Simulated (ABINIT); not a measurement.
KTaO3:

```xyz
5
Lattice="3.9883 0.0000 0.0000 0.0000 3.9883 0.0000 0.0000 0.0000 3.9883" Properties=species:S:1:pos:R:3 pbc="T T T"
Ta    0.0000    0.0000    0.0000
K     1.9942    1.9942    1.9942
O     0.0000    0.0000    1.9942
O     0.0000    1.9942    0.0000
O     1.9942    0.0000    0.0000
```

Program: ABINIT 10.8.3 (patched build). Alike in all runs: no spin polarisation; cell as given; smearing fermi-dirac 0.05 eV.

Question: Order these runs on this cell by their band gap on the k mesh, lowest first.
A. level LDA; potentials or basis JTH PAW LDA v2.0; k mesh 9 × 9 × 9; cutoff (eV) 626; fine-grid cutoff 1224.51 eV; mesh quality not flagged
B. level r2SCAN; potentials or basis JTH PAW PBE v2.0; k mesh 4 × 4 × 4; cutoff (eV) 762; fine-grid cutoff 1360.57 eV; mesh quality not flagged
C. level rPW86PBE; potentials or basis JTH PAW PBE v2.0; k mesh 7 × 7 × 7; cutoff (eV) 626; fine-grid cutoff 1224.51 eV; mesh quality not flagged
D. level r2SCAN; potentials or basis JTH PAW PBE v2.0; k mesh 3 × 3 × 3; cutoff (eV) 762; fine-grid cutoff 1360.57 eV; mesh quality coarse

Answer: A (2.07 eV), C (2.30 eV), B (2.60 eV), D (2.84 eV).

Caveats: some runs use coarse meshes; spin-orbit coupling is left out, which moves the levels of the heavy elements; an odd mesh through Γ misses points on the zone boundary, where band edges often lie (some runs).

Not every run made on this cell is shown here.
